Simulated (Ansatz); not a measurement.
Reactions of `C1OCO1`.

Computed with Ansatz on PBE0-D4/def2-TZVP structures; ΔE is electronic, products minus reactants. CCSD(T)/CBS adds triple-zeta CCSD(T) − MP2 to the extrapolated MP2 energy (def2 sets, frozen cores). This one scheme is used for every species, atoms too. DFT in def2-TZVPP. No spin–orbit coupling; open shells (•) take unrestricted orbitals. Spin–orbit coupling would lower the free atoms: a little for C, O. Each species was taken in one conformer, which may not be the lowest.

```json
{"reaction": "`C1OCO1` → 2 C• + 4 H• + 2 O•", "ωB97X-V (kcal/mol)": "752.3", "PBE-D4 (kcal/mol)": "775.6"}
{"reaction": "`C1OCO1` → `C=C(O)O`", "ωB97X-V (kcal/mol)": "-23.1", "PBE-D4 (kcal/mol)": "-27.7"}
{"reaction": "`C1OCO1` → `O=CCO`", "ωB97X-V (kcal/mol)": "-23.3", "PBE-D4 (kcal/mol)": "-26.8"}
{"reaction": "`C1OCO1` → `CC(=O)O`", "ωB97X-V (kcal/mol)": "-51.5", "PBE-D4 (kcal/mol)": "-54.8"}
{"reaction": "`C1OCO1` → `COC=O`", "ωB97X-V (kcal/mol)": "-34.8", "PBE-D4 (kcal/mol)": "-38.0"}
```

(1) Give the CCSD(T)/CBS values in the same order. (Estimate.)

Largest T1 diagnostic: 0.015, for `COC=O`.

Results:

(1) The calculation gave: 748.8, -27.1, -26.4, -53.7, -36.6 kcal/mol.
